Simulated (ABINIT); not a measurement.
# AgBr (Fm-3m): a self-consistent loop beyond G0W0, cycle by cycle, part 2 of 3

How far does self-consistency move the gap of AgBr (Fm-3m)?

ABINIT 10.8.3; LDA and many-body steps on it, plane waves. Known limits of the many-body steps: not at the basis limit; d shell near the gap, gap tends to lie low; no spin-orbit coupling; coarse k mesh.

So far. Step 5 (evGW0, cycle 1): Against G0W0 in ABINIT (4×4×4 mesh, 70 bands, screening to 130.6 eV, Godby-Needs plasmon pole), the gap moves by +0.295 eV. This first cycle still uses the starting levels; it takes the full correction, at all points of the mesh, and its linearised value is 1.648 eV. Step 6 (evGW0, cycle 2): Against the cycle before, the gap moves by −0.106 eV.

The database entry behind the starting cell differs from later determinations by our own check (about 0.6 % short of the room-temperature cell), so it need not match the best structure at ambient conditions.

### 7. evGW0, cycle 3

Level of this step: evGW0 on LDA, plane waves, norm-conserving pseudopotentials (ABINIT).

The input, run.abi:

```
acell 3*1.0 Angstrom
rprim 
  -0.000000000000 2.870150000000 2.870150000000
  2.870150000000 0.000000000000 2.870150000000
  2.870150000000 2.870150000000 0.000000000000
ntypat 2
znucl 47 35
natom 2
typat 1 2
xred 
  0.000000000000 0.000000000000 0.000000000000
  0.500000000000 0.500000000000 0.500000000000
pp_dirpath "pseudos"
pseudos "Ag.upf, Br.upf"
ecut 39
ngkpt 4 4 4
nshiftk 1
shiftk 0 0 0
kptopt 1
chksymbreak 0
istwfk *1
occopt 1
irdwfk 1
optdriver 4
nband 70
gwcalctyp 10
ecutsigx 39
symsigma 1
nkptgw 8
kptgw 
  0.0000000000 0.0000000000 0.0000000000
  0.2500000000 0.0000000000 0.0000000000
  0.5000000000 0.0000000000 0.0000000000
  0.2500000000 0.2500000000 0.0000000000
  0.5000000000 0.2500000000 0.0000000000
  -0.2500000000 0.2500000000 0.0000000000
  0.5000000000 0.5000000000 0.0000000000
  -0.2500000000 0.5000000000 0.2500000000
bdgw 
  6 21
  6 21
  6 21
  6 21
  6 21
  6 21
  6 21
  6 21
ecuteps 4.8
irdscr 1
ppmodel 1
irdqps 1
indata_prefix "in"
outdata_prefix "out"
tmpdata_prefix "tmp"
```

Started as:

```
OMP_NUM_THREADS=1 mpirun -n 8 abinit run.abi > log
```

Log:

```text
.Version 10.8.3 of ABINIT. v10.8.2 released Aug 2026.

 Symmetries : space group Fm -3 m (#225); Bravais cF (face-center cubic)
[... echo of the input left out ...]
== DATASET  1 ==================================================================
-   mpi_nproc: 8, omp_nthreads: 1 (-1 if OMP is not activated)

--- !DatasetInfo
iteration_state: {dtset: 1, }
dimensions: {natom: 2, nkpt: 8, mband: 70, nsppol: 1, nspinor: 1, nspden: 1, mpw: 3727, }
cutoff_energies: {ecut:  39.0, pawecutdg:  -1.0, }
[...]
.  kptgw no:  6; Maximum DeltaE = (   0.004   0.000) for band index: 15
.  kptgw no:  7; Maximum DeltaE = (   0.002   0.002) for band index: 16
.  kptgw no:  8; Maximum DeltaE = (   0.001  -0.000) for band index: 16

== END DATASET(S) ==============================================================
================================================================================

 -outvars: echo values of variables after computation  --------
           etotal      0.0000000000E+00
            nband          70
             nkpt           8
          spgroup         225
 [... the other variables as echoed above ...]

 Calculation completed.
```

Wall time 49 s (8 MPI ranks of Arm Neoverse V1, shared host); peak memory 2.9 GiB; 6.5 min of CPU time.

Numbers from this step:

- quasiparticle gap on the mesh: 1.843 eV
- gap of the density functional on the mesh: 0.3742 eV
- k of the valence top: 0.5, 0, 0
- k of the conduction bottom: 0, 0, 0
- least direct quasiparticle gap on the computed points: 3.878 eV

Against the cycle before, the gap moves by +0.006 eV.

### 8. Screening, 4×4×4 mesh, 70 bands, screening to 130.6 eV

This step: RPA screening on LDA, plane waves, norm-conserving pseudopotentials.

The input, run.abi:

```
acell 3*1.0 Angstrom
rprim 
  -0.000000000000 2.870150000000 2.870150000000
  2.870150000000 0.000000000000 2.870150000000
  2.870150000000 2.870150000000 0.000000000000
ntypat 2
znucl 47 35
natom 2
typat 1 2
xred 
  0.000000000000 0.000000000000 0.000000000000
  0.500000000000 0.500000000000 0.500000000000
pp_dirpath "pseudos"
pseudos "Ag.upf, Br.upf"
ecut 39
ngkpt 4 4 4
nshiftk 1
shiftk 0 0 0
kptopt 1
chksymbreak 0
istwfk *1
occopt 1
irdwfk 1
optdriver 3
nband 70
ecuteps 4.8
inclvkb 2
awtr 1
symchi 1
gwcalctyp 10
mbpt_sciss 1.585 eV
nqptdm 1
qptdm 
  0 0 0
indata_prefix "in"
outdata_prefix "out"
tmpdata_prefix "tmp"
```

Log:

```text
.Version 10.8.3 of ABINIT. v10.8.2 released Aug 2026.

 Symmetries : space group Fm -3 m (#225); Bravais cF (face-center cubic)
[... echo of the input left out ...]
== DATASET  1 ==================================================================
-   mpi_nproc: 8, omp_nthreads: 1 (-1 if OMP is not activated)

--- !DatasetInfo
iteration_state: {dtset: 1, }
dimensions: {natom: 2, nkpt: 8, mband: 70, nsppol: 1, nspinor: 1, nspden: 1, mpw: 3727, }
cutoff_energies: {ecut:  39.0, pawecutdg:  -1.0, }
electrons: {nelect:   2.60000000E+01, charge:   0.00000000E+00, occopt:   1.00000000E+00, tsmear:   1.00000000E-02, }

 SCREENING: Calculation of the susceptibility and dielectric matrices

 Based on a program developped by R.W. Godby, V. Olevano, G. Onida, and L. Reining.
 Incorporated in ABINIT by V. Olevano, G.-M. Rignanese, and M. Torrent.
.Using double precision arithmetic ; gwpc =  8

[... cell and pseudopotentials left out ...]
--------------------------------------------------------------------------------

 ==== K-mesh for the wavefunctions ====
 Number of points in the irreducible wedge :     8
[... list of points left out ...]
 Together with 48 symmetry operations and time-reversal symmetry
 yields    64 points in the full Brillouin Zone.

 ==== Q-mesh for the screening function ====
 Number of points in the irreducible wedge :     8
[... list of points left out ...]
 Together with 48 symmetry operations and time-reversal symmetry
 yields    64 points in the full Brillouin Zone.

 setmesh: FFT mesh size selected  =    30x   30x   30
          total number of points  =        27000

 vcoul_init : cutoff-mode = AUXILIARY_FUNCTION
 q-points for optical limit:   1
     1)      0.000010    0.000020    0.000030

 Dielectric matrix will be calculated only for some
 selected q points provided by the user through the input variables
 nqptdm and qptdm

- screening: taking advantage of time-reversal symmetry
- Maximum band index for partially occupied states nbvw = 13
- Remaining bands to be divided among processors   nbcw = 57
- Number of bands treated by each node ~7

 rdqps: reading QP wavefunctions of the previous step
        looking for file in_QPS
 file not found, 1st iteration initialized with KS eigenelements

 screening : performing a first self-consistency
 update of the energies in W by a scissor operator
 applying a scissor operator of [eV] :   1.585

 Number of electrons calculated from density =   26.0000; Expected =   26.0000
 average of density, n =  0.081477
 r_s =    1.4310
 omega_plasma =   27.5342 [eV]

 calculating chi0 at frequencies [eV] :
  1    0.000000E+00    0.000000E+00
  2    0.000000E+00    2.753418E+01

--------------------------------------------------------------------------------
  q-point number  1        q = ( 0.000000, 0.000000, 0.000000) [r.l.u.]
--------------------------------------------------------------------------------
[... chi0 elements left out ...]
 For q-point:  0.000010 0.000020 0.000030
  dielectric constant =   6.0443
  dielectric constant without local fields =   6.4583

  Average fulfillment of the sum rule on Im[epsilon] for q-point    1 :     56.23  [%]
[... wings left out ...]
== END DATASET(S) ==============================================================
================================================================================

 -outvars: echo values of variables after computation  --------
           etotal      0.0000000000E+00
            nband          70
             nkpt           8
          spgroup         225
 [... the other variables as echoed above ...]

 Calculation completed.
```

Elapsed: 4.2 s, on 8 MPI ranks; peak memory 1 GiB; 32 s of CPU time.

This step gave:

* ε∞ with local fields, on this mesh, along the program's q direction: 6.044
* the same without local fields: 6.458
* plasma frequency: 27.53 eV
* plane waves in the screening matrix: 169

This screening uses the functional's bands under a rigid shift, the mean opening of the cycle before.

### 9. Screening, 4×4×4 mesh, 70 bands, screening to 130.6 eV

This step: RPA screening on LDA from quasiparticle energies, plane waves, norm-conserving pseudopotentials.

run.abi, as its differences from that of step 8:

```diff
@@ -29,7 +29,13 @@
 symchi 1
+irdqps 1
 gwcalctyp 10
-mbpt_sciss 1.585 eV
-nqptdm 1
+nqptdm 7
 qptdm 
-  0 0 0
+  0.2500000000 0.0000000000 0.0000000000
+  0.5000000000 0.0000000000 0.0000000000
+  0.2500000000 0.2500000000 0.0000000000
+  0.5000000000 0.2500000000 0.0000000000
+  -0.2500000000 0.2500000000 0.0000000000
+  0.5000000000 0.5000000000 0.0000000000
+  -0.2500000000 0.5000000000 0.2500000000
 indata_prefix "in"
```

The input, mrgscr.stdin:

```
2
merged
q0_SCR
out_SCR
1
```

Started as:

```
OMP_NUM_THREADS=1 mpirun -n 8 abinit run.abi > log; mrgscr < mrgscr.stdin
```

Log:

```text
.Version 10.8.3 of ABINIT. v10.8.2 released Aug 2026.

 Symmetries : space group Fm -3 m (#225); Bravais cF (face-center cubic)
[... echo of the input left out ...]
== DATASET  1 ==================================================================
-   mpi_nproc: 8, omp_nthreads: 1 (-1 if OMP is not activated)

--- !DatasetInfo
iteration_state: {dtset: 1, }
dimensions: {natom: 2, nkpt: 8, mband: 70, nsppol: 1, nspinor: 1, nspden: 1, mpw: 3727, }
cutoff_energies: {ecut:  39.0, pawecutdg:  -1.0, }
[...]
q-point number  1        q = ( 0.250000, 0.000000, 0.000000) [r.l.u.]
--------------------------------------------------------------------------------
[... chi0 elements left out ...]
  Average fulfillment of the sum rule on Im[epsilon] for q-point    2 :     74.91  [%]

--------------------------------------------------------------------------------
  q-point number  2        q = ( 0.500000, 0.000000, 0.000000) [r.l.u.]
--------------------------------------------------------------------------------
[... chi0 elements left out ...]
  Average fulfillment of the sum rule on Im[epsilon] for q-point    3 :     66.47  [%]

 [... 5 further q-points ...]
```

Elapsed: 12 s, on 8 MPI ranks; peak memory 1.2 GiB; 92 s of CPU time.

This step gave:

* plasma frequency: 27.53 eV
* plane waves in the screening matrix: 169

This screening reads the quasiparticle levels of the cycle before.

### 10. evGW, cycle 1

This step: evGW on LDA, plane waves, norm-conserving pseudopotentials.

run.abi, as its differences from that of step 9:

```diff
@@ -23,12 +23,10 @@
 irdwfk 1
-optdriver 3
+optdriver 4
 nband 70
-ecuteps 4.8
-inclvkb 2
-awtr 1
-symchi 1
-irdqps 1
 gwcalctyp 10
-nqptdm 7
-qptdm 
+ecutsigx 39
+symsigma 1
+nkptgw 8
+kptgw 
+  0.0000000000 0.0000000000 0.0000000000
   0.2500000000 0.0000000000 0.0000000000
@@ -40,2 +38,15 @@
   -0.2500000000 0.5000000000 0.2500000000
+bdgw 
+  6 21
+  6 21
+  6 21
+  6 21
+  6 21
+  6 21
+  6 21
+  6 21
+ecuteps 4.8
+irdscr 1
+ppmodel 1
+irdqps 1
 indata_prefix "in"
```

Started as:

```
OMP_NUM_THREADS=1 mpirun -n 8 abinit run.abi > log
```

Log:

```text
.Version 10.8.3 of ABINIT. v10.8.2 released Aug 2026.

 Symmetries : space group Fm -3 m (#225); Bravais cF (face-center cubic)
[... echo of the input left out ...]
== DATASET  1 ==================================================================
-   mpi_nproc: 8, omp_nthreads: 1 (-1 if OMP is not activated)

--- !DatasetInfo
iteration_state: {dtset: 1, }
dimensions: {natom: 2, nkpt: 8, mband: 70, nsppol: 1, nspinor: 1, nspden: 1, mpw: 3727, }
cutoff_energies: {ecut:  39.0, pawecutdg:  -1.0, }
[...]
.  kptgw no:  3; Maximum DeltaE = (   0.169  -0.000) for band index: 16
[...]
.  kptgw no:  7; Maximum DeltaE = (   0.194   0.000) for band index: 16
.  kptgw no:  8; Maximum DeltaE = (   0.164   0.000) for band index: 16

== END DATASET(S) ==============================================================
================================================================================

 -outvars: echo values of variables after computation  --------
           etotal      0.0000000000E+00
            nband          70
             nkpt           8
          spgroup         225
 [... the other variables as echoed above ...]

 Calculation completed.
```

Run time: 48 s. Hardware: 8 MPI ranks; peak memory 2.9 GiB; 6.4 min of CPU time.

Numbers from this step:

* quasiparticle gap on the mesh: 2.152 eV
* gap of the density functional on the mesh: 0.3742 eV
* k of the valence top: 0.5, 0, 0
* k of the conduction bottom: 0, 0, 0
* least direct quasiparticle gap on the computed points: 4.185 eV

Against G0W0 in ABINIT (4×4×4 mesh, 70 bands, screening to 130.6 eV, Godby-Needs plasmon pole), the gap moves by +0.504 eV.

### 11. Screening, 4×4×4 mesh, 70 bands, screening to 130.6 eV

This step: RPA screening on LDA, plane waves, norm-conserving pseudopotentials.

The input, run.abi:

```
acell 3*1.0 Angstrom
rprim 
  -0.000000000000 2.870150000000 2.870150000000
  2.870150000000 0.000000000000 2.870150000000
  2.870150000000 2.870150000000 0.000000000000
ntypat 2
znucl 47 35
natom 2
typat 1 2
xred 
  0.000000000000 0.000000000000 0.000000000000
  0.500000000000 0.500000000000 0.500000000000
pp_dirpath "pseudos"
pseudos "Ag.upf, Br.upf"
ecut 39
ngkpt 4 4 4
nshiftk 1
shiftk 0 0 0
kptopt 1
chksymbreak 0
istwfk *1
occopt 1
irdwfk 1
optdriver 3
nband 70
ecuteps 4.8
inclvkb 2
awtr 1
symchi 1
gwcalctyp 10
mbpt_sciss 1.941 eV
nqptdm 1
qptdm 
  0 0 0
indata_prefix "in"
outdata_prefix "out"
tmpdata_prefix "tmp"
```

Log:

```text
.Version 10.8.3 of ABINIT. v10.8.2 released Aug 2026.

 Symmetries : space group Fm -3 m (#225); Bravais cF (face-center cubic)
[... echo of the input left out ...]
== DATASET  1 ==================================================================
-   mpi_nproc: 8, omp_nthreads: 1 (-1 if OMP is not activated)

--- !DatasetInfo
iteration_state: {dtset: 1, }
dimensions: {natom: 2, nkpt: 8, mband: 70, nsppol: 1, nspinor: 1, nspden: 1, mpw: 3727, }
cutoff_energies: {ecut:  39.0, pawecutdg:  -1.0, }
[...]
[... chi0 elements left out ...]
 For q-point:  0.000010 0.000020 0.000030
  dielectric constant =   5.7881
  dielectric constant without local fields =   6.1809

  Average fulfillment of the sum rule on Im[epsilon] for q-point    1 :     56.82  [%]
[... wings left out ...]
== END DATASET(S) ==============================================================
================================================================================

 -outvars: echo values of variables after computation  --------
           etotal      0.0000000000E+00
            nband          70
             nkpt           8
          spgroup         225
 [... the other variables as echoed above ...]

 Calculation completed.
```

Wall time 4.2 s (8 MPI ranks); peak memory 1 GiB; 32 s of CPU time.

This step gave:

- ε∞ with local fields, on this mesh, along the program's q direction: 5.788
- the same without local fields: 6.181
- plasma frequency: 27.53 eV
- plane waves in the screening matrix: 169

This screening uses the functional's bands under a rigid shift, the mean opening of the cycle before.

### 12. Screening, 4×4×4 mesh, 70 bands, screening to 130.6 eV

This step: RPA screening on LDA from quasiparticle energies, plane waves, norm-conserving pseudopotentials.

run.abi, as its differences from that of step 11:

```diff
@@ -29,7 +29,13 @@
 symchi 1
+irdqps 1
 gwcalctyp 10
-mbpt_sciss 1.941 eV
-nqptdm 1
+nqptdm 7
 qptdm 
-  0 0 0
+  0.2500000000 0.0000000000 0.0000000000
+  0.5000000000 0.0000000000 0.0000000000
+  0.2500000000 0.2500000000 0.0000000000
+  0.5000000000 0.2500000000 0.0000000000
+  -0.2500000000 0.2500000000 0.0000000000
+  0.5000000000 0.5000000000 0.0000000000
+  -0.2500000000 0.5000000000 0.2500000000
 indata_prefix "in"
```

mrgscr.stdin is that of step 9.

Started as:

```
OMP_NUM_THREADS=1 mpirun -n 8 abinit run.abi > log; mrgscr < mrgscr.stdin
```

Log:

```text
.Version 10.8.3 of ABINIT. v10.8.2 released Aug 2026.

 Symmetries : space group Fm -3 m (#225); Bravais cF (face-center cubic)
[... echo of the input left out ...]
== DATASET  1 ==================================================================
-   mpi_nproc: 8, omp_nthreads: 1 (-1 if OMP is not activated)

--- !DatasetInfo
iteration_state: {dtset: 1, }
dimensions: {natom: 2, nkpt: 8, mband: 70, nsppol: 1, nspinor: 1, nspden: 1, mpw: 3727, }
cutoff_energies: {ecut:  39.0, pawecutdg:  -1.0, }
[...]
q-point number  1        q = ( 0.250000, 0.000000, 0.000000) [r.l.u.]
--------------------------------------------------------------------------------
[... chi0 elements left out ...]
  Average fulfillment of the sum rule on Im[epsilon] for q-point    2 :     76.33  [%]

--------------------------------------------------------------------------------
  q-point number  2        q = ( 0.500000, 0.000000, 0.000000) [r.l.u.]
--------------------------------------------------------------------------------
[... chi0 elements left out ...]
  Average fulfillment of the sum rule on Im[epsilon] for q-point    3 :     67.40  [%]

 [... 5 further q-points ...]
```

Run time: 12 s. Hardware: 8 MPI ranks; peak memory 1.2 GiB; 96 s of CPU time.

This step gave:

```
plasma frequency                    : 27.53 eV
plane waves in the screening matrix : 169
```

This screening reads the quasiparticle levels of the cycle before.

### 13. evGW, cycle 2

This step: evGW on LDA, plane waves, norm-conserving pseudopotentials.

run.abi, as its differences from that of step 12:

```diff
@@ -23,12 +23,10 @@
 irdwfk 1
-optdriver 3
+optdriver 4
 nband 70
-ecuteps 4.8
-inclvkb 2
-awtr 1
-symchi 1
-irdqps 1
 gwcalctyp 10
-nqptdm 7
-qptdm 
+ecutsigx 39
+symsigma 1
+nkptgw 8
+kptgw 
+  0.0000000000 0.0000000000 0.0000000000
   0.2500000000 0.0000000000 0.0000000000
@@ -40,2 +38,15 @@
   -0.2500000000 0.5000000000 0.2500000000
+bdgw 
+  6 21
+  6 21
+  6 21
+  6 21
+  6 21
+  6 21
+  6 21
+  6 21
+ecuteps 4.8
+irdscr 1
+ppmodel 1
+irdqps 1
 indata_prefix "in"
```

Started as:

```
OMP_NUM_THREADS=1 mpirun -n 8 abinit run.abi > log
```

Log:

```text
.Version 10.8.3 of ABINIT. v10.8.2 released Aug 2026.

 Symmetries : space group Fm -3 m (#225); Bravais cF (face-center cubic)
[... echo of the input left out ...]
== DATASET  1 ==================================================================
-   mpi_nproc: 8, omp_nthreads: 1 (-1 if OMP is not activated)

--- !DatasetInfo
iteration_state: {dtset: 1, }
dimensions: {natom: 2, nkpt: 8, mband: 70, nsppol: 1, nspinor: 1, nspden: 1, mpw: 3727, }
cutoff_energies: {ecut:  39.0, pawecutdg:  -1.0, }
[...]
.  kptgw no:  3; Maximum DeltaE = (   0.024   0.000) for band index:  5
[...]
.  kptgw no:  7; Maximum DeltaE = (  -0.027  -0.000) for band index:  6
.  kptgw no:  8; Maximum DeltaE = (   0.029  -0.000) for band index:  4

== END DATASET(S) ==============================================================
================================================================================

 -outvars: echo values of variables after computation  --------
           etotal      0.0000000000E+00
            nband          70
             nkpt           8
          spgroup         225
 [... the other variables as echoed above ...]

 Calculation completed.
```

The job ended after 49 s (8 MPI ranks; peak memory 2.9 GiB; 6.5 min of CPU time).

Numbers from this step:

- quasiparticle gap on the mesh: 2.204 eV
- gap of the density functional on the mesh: 0.3742 eV
- k of the valence top: 0.5, 0, 0
- k of the conduction bottom: 0, 0, 0
- least direct quasiparticle gap on the computed points: 4.232 eV

Against the cycle before, the gap moves by +0.052 eV.

### 14. Screening, 4×4×4 mesh, 70 bands, screening to 130.6 eV

This step: RPA screening on LDA, plane waves, norm-conserving pseudopotentials.

The input, run.abi:

```
acell 3*1.0 Angstrom
rprim 
  -0.000000000000 2.870150000000 2.870150000000
  2.870150000000 0.000000000000 2.870150000000
  2.870150000000 2.870150000000 0.000000000000
ntypat 2
znucl 47 35
natom 2
typat 1 2
xred 
  0.000000000000 0.000000000000 0.000000000000
  0.500000000000 0.500000000000 0.500000000000
pp_dirpath "pseudos"
pseudos "Ag.upf, Br.upf"
ecut 39
ngkpt 4 4 4
nshiftk 1
shiftk 0 0 0
kptopt 1
chksymbreak 0
istwfk *1
occopt 1
irdwfk 1
optdriver 3
nband 70
ecuteps 4.8
inclvkb 2
awtr 1
symchi 1
gwcalctyp 10
mbpt_sciss 1.998 eV
nqptdm 1
qptdm 
  0 0 0
indata_prefix "in"
outdata_prefix "out"
tmpdata_prefix "tmp"
```

Log:

```text
.Version 10.8.3 of ABINIT. v10.8.2 released Aug 2026.

 Symmetries : space group Fm -3 m (#225); Bravais cF (face-center cubic)
[... echo of the input left out ...]
== DATASET  1 ==================================================================
-   mpi_nproc: 8, omp_nthreads: 1 (-1 if OMP is not activated)

--- !DatasetInfo
iteration_state: {dtset: 1, }
dimensions: {natom: 2, nkpt: 8, mband: 70, nsppol: 1, nspinor: 1, nspden: 1, mpw: 3727, }
cutoff_energies: {ecut:  39.0, pawecutdg:  -1.0, }
[...]
[... chi0 elements left out ...]
 For q-point:  0.000010 0.000020 0.000030
  dielectric constant =   5.7499
  dielectric constant without local fields =   6.1395

  Average fulfillment of the sum rule on Im[epsilon] for q-point    1 :     56.92  [%]
[... wings left out ...]
== END DATASET(S) ==============================================================
================================================================================

 -outvars: echo values of variables after computation  --------
           etotal      0.0000000000E+00
            nband          70
             nkpt           8
          spgroup         225
 [... the other variables as echoed above ...]

 Calculation completed.
```

Wall time 4.2 s (8 MPI ranks); peak memory 1 GiB.

Numbers from this step:

* ε∞ with local fields, on this mesh, along the program's q direction: 5.750
* the same without local fields: 6.139
* plasma frequency: 27.53 eV
* plane waves in the screening matrix: 169

This screening uses the functional's bands under a rigid shift, the mean opening of the cycle before.

(Continued in part 3 of 3.)

[Paths, hosts, dates, memory and timing lines, banners, echoed tables and standing remarks are left out of the program output.]

[Logs are printed without paths, hosts, clocks, repeated set-up lines and the standing remarks that a program may print on its own settings, such as how far it seeks lower states.]

[Runs of the session that timed out or met a known fault of the program may be left out.]

[Hosts, paths, dates, database ids (printed as entryN), source tags and the programs' standing remarks are cut or masked in the printed files.]

[G0W0 gaps are taken among the corrected bands and points alone; a level outside them can change the order at an edge.]

[Where Ansatz stands beside ABINIT at settings called matched, ABINIT's density can come from a denser mesh and the files from another edition; pairs whose starting gaps differed by over 0.03 eV were left out, so agreement reads better than it is.]
